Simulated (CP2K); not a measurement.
SnTe under changes of volume

One of the cells (31.281 Å³/atom); the others are scaled copies at fixed shape and fractional positions:

```
Te Sn
1.0
     4.45597    0.00000    0.00000
     2.22799    3.85899    0.00000
     2.22799    1.28633    3.63829
Te Sn
1 1
Direct
  0.50000 0.50000 0.50000
  0.00000 0.00000 0.00000
```

- Program: CP2K 2026.2
- Functional: LDA
- Potentials or basis: GTH_POTENTIALS Te GTH-PADE-q6, Sn GTH-PADE-q4; TZVP-MOLOPT-PBE-GTH basis
- Density cutoff: 6123 eV
- k mesh: 7 × 7 × 7
- Occupations: fermi-dirac, width 0.05 eV
- Spin: no spin polarisation

| volume (Å³/atom) | energy over the lowest point (meV/atom) | pressure (GPa) |
| --- | --- | --- |
| 29.404 | 5.20 | 1.8 |
| 30.030 | 0.52 | 0.6 |
| 30.656 | 0.00 | -0.4 |
| 31.281 | 3.20 | -1.3 |
| 31.907 | 9.73 | -2.1 |
| 32.532 | ? | ? |
| 33.158 | 31.42 | -3.4 |

What does the run at 32.532 Å³/atom give?

Energy over the lowest point 19.24 meV/atom; pressure -2.8 GPa.

Worked out: A Birch-Murnaghan fit of order 3 (a polynomial in V^(-2/3)) to the other rows has its minimum at 30.42 Å³/atom with B0 = V·E''(V) = 48 GPa and B' = 4.4. It gives 19.23 meV/atom at 32.532 Å³/atom, against the run's 19.24, and -dE/dV = -2.8 GPa, against -2.8.

Energies are extrapolated to zero smearing.

Caveats: the basis of atomic orbitals isn't converged, which shifts pressures, moduli and gaps.
